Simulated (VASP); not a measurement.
From VASP inputs to Ansatz: AlN (strained zincblende)

INCAR

```
PREC = Accurate
SIGMA = 0.02
IBRION = -1
ISMEAR = -1
ENCUT = 520
NELM = 120
LCHARG = .FALSE.
EDIFF = 1E-7
NBANDS = 11
NSW = 0
LREAL = .FALSE.
LASPH = .TRUE.
ISIF = 2
LWAVE = .FALSE.
GGA = PE
```

KPOINTS

```
KPOINTS created by Atomic Simulation Environment
0
Gamma
10 10 10
0 0 0
```

KPOINTS_OPT

```
special points
6
Reciprocal
0.0000000000 0.0000000000 0.0000000000 1
-0.5000000000 -0.5000000000 0.0000000000 1
-0.3750000000 -0.3750000000 0.2500000000 1
-0.3750000000 0.0000000000 0.3750000000 1
0.0000000000 0.0000000000 0.5000000000 1
-0.5000000000 -0.2500000000 0.2500000000 1
```

POSCAR

```
Al N
 1.0000000000000000
    -0.0033865584750001    2.1848764208250002    2.1848764208249616
     2.1848764208250002   -0.0033865584750001    2.1848764208249616
     2.1814898623999999    2.1814898623999999    0.0000000000499223
 Al  N
   1   1
Cartesian
  0.0000000000000102  0.0000000000000102 -0.0008878935846620
  1.0907449311874897  1.0907449311874897  1.0933261040096234
```

VASP ran with the recommended PBE PAW datasets (8 valence electrons in the cell).

Q: Translate these files to an Ansatz input.

A: 

```yaml
crystal:
  lattice:
    - [-0.0033865585, 2.1848764208, 2.1848764208]
    - [2.1848764208, -0.0033865585, 2.1848764208]
    - [2.1814898624, 2.1814898624, 0.0]
  atoms:
    - { symbol: Al, position: [-0.0002031908, -0.0002031908, 0.0002031908] }
    - { symbol: "N", position: [0.2502031908, 0.2502031908, 0.2497968092] }
kpoints:
  mp_grid: { grid: [10, 10, 10] }
  band_path:
    path:
      - [0.0, 0.0, 0.0]
      - [-0.5, -0.5, 0.0]
      - [-0.375, -0.375, 0.25]
      - [-0.375, 0.0, 0.375]
      - [0.0, 0.0, 0.5]
      - [-0.5, -0.25, 0.25]
    npoints: 1
hamiltonian:
  xc: pbe
scf:
  occupations: { method: fermi_dirac, width: 0.02 }
  n_extra_bands: 4
output:
  forces: true
  stress: true
  eigenvalues: true
```

Other inputs would serve too.

```csv
,VASP,Ansatz
gap between bands v and c,3.30 eV,3.31 eV
least direct gap,4.17 eV,4.16 eV
pressure,4.3 GPa,4.6 GPa
```

Datasets and cutoffs are each program's own. VASP's cell holds 8 valence electrons and Ansatz's 8. Ansatz's stress includes a Pulay correction; VASP's doesn't.
